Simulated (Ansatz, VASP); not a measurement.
Two plane-wave programs on Cd2S

```xyz
3
Lattice="3.9889 0.0000 0.0000 -1.9945 3.4545 0.0000 0.0000 0.0000 5.8477" Properties=species:S:1:pos:R:3 pbc="T T T"
Cd    0.0000    2.3030    5.4542
Cd    1.9945    1.1515    3.3842
S     0.0000    2.3030    2.1385
```

The cell comes from a database or a generator and needn't be the stable form of this composition.

Alike in both runs: task single point; functional PBEsol; k mesh 8 × 8 × 5; occupations fermi-dirac, width 0.05 eV; no spin polarisation.

|  | VASP | Ansatz |
| --- | --- | --- |
| version | VASP 6.6.1 | Ansatz 0.2.0 |
| potentials or method | VASP PAW PBE potentials, release 64 (Cd, S) | Ansatz PAW |
| plane-wave cutoff (eV) | 520 | 420 |
| valence electrons in the cell | 30 | 46 |

VASP gave:

```
gap on the k mesh at the Fermi level (eV)       : 0.24
least direct gap on the mesh (eV)               : 0.56
pressure (GPa)                                  : -3.5
largest component of the traceless stress (GPa) : 0.72
rms of the force components (eV/Å)              : 0.081
```

What did Ansatz give for the same quantities?

gap on the k mesh at the Fermi level (eV): 0.24; least direct gap on the mesh (eV): 0.56; pressure (GPa): -3.7; largest component of the traceless stress (GPa): 0.80; rms of the force components (eV/Å): 0.090.

Atom by atom the forces differ by 0.011 eV/Å (rms over components). The two sets of potentials don't hold the same shells in valence.

Caveats: the PAW data sets were made with another functional, which shifts forces and pressure a little (VASP); an odd mesh through Γ misses points on the zone boundary, where band edges often lie (VASP); odd divisions of the mesh miss points on the zone boundary, where band edges often lie, so the gap on the mesh can be too wide (Ansatz); the PAW data sets come from PBE, with cores solved anew for the run's functional, which leaves a small shift of forces and pressure (Ansatz).
